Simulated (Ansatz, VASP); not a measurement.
This is a calculation of Os for Ansatz 0.2.0.

input.yaml

```yaml
crystal:
  lattice:
    - [0.0, 1.945, 1.945]
    - [1.945, 0.0, 1.945]
    - [1.945, 1.945, 0.0]
  atoms:
    - { symbol: Os, position: [0.0, 0.0, 0.0] }
hamiltonian:
  xc: lda
  pseudopotentials: { kind: paw, xc_functional: lda, accuracy: standard }
kpoints:
  mp_grid: { grid: [12, 12, 12] }
scf:
  occupations: { method: tetrahedron }
output:
  forces: true
  stress: true
```

Potentials or basis: JTH PAW LDA.

Run with:

```bash
$ ansatz run input.yaml --threads 1 --pin off --max-ram 2560MiB --backend cpu --events-out ev --progress --plain --runs-dir out
```

**Question.** Translate it to VASP 6.6.1. Potentials there: VASP PAW LDA potentials, release 64 (Os).

**Answer.** As run (the cutoff follows the program's own potentials):

Contents of INCAR:

```
ALGO = Normal ; EDIFF = 1E-7
ENCUT = 520 ; GGA = CA
ISIF = 2 ; ISMEAR = -5
LASPH = T ; LCHARG = F
LREAL = F ; LWAVE = F
NBANDS = 10 ; NELM = 100
PREC = Accurate ; SIGMA = 0.05
```

Contents of KPOINTS:

```
k-points
0
Gamma
  12 12 12
```

POSCAR

```
Os
1.0
    0.0000000000      1.9450000000      1.9450000000
    1.9450000000      0.0000000000      1.9450000000
    1.9450000000      1.9450000000      0.0000000000
Os
1
Direct
    0.0000000000      0.0000000000      0.0000000000
```

Potentials or basis: VASP PAW LDA potentials, release 64 (Os).

The run is started by

```bash
$ cat potpaw_LDA.64/Os/POTCAR > POTCAR
$ mpirun -np 1 vasp_std > vasp.out
```

Both were run:

|  | VASP | Ansatz | Ansatz less VASP |
| --- | --- | --- | --- |
| gap on the k mesh at the Fermi level (eV) | none | none | - |
| pressure (GPa) | -25.2 | -25.7 | -0.54 |

A gap of «none» marks a metal or a gap that the smearing closes.

Caveats: so large a pressure means that the cell lies far from this level's equilibrium, or that cutoff or potentials fall short; tetrahedron occupations give inexact forces and stress in metals (VASP); with tetrahedron occupations forces and stress needn't match the slope of the energy (Ansatz). The runs have no spin-orbit coupling, so splittings on Os are missing.
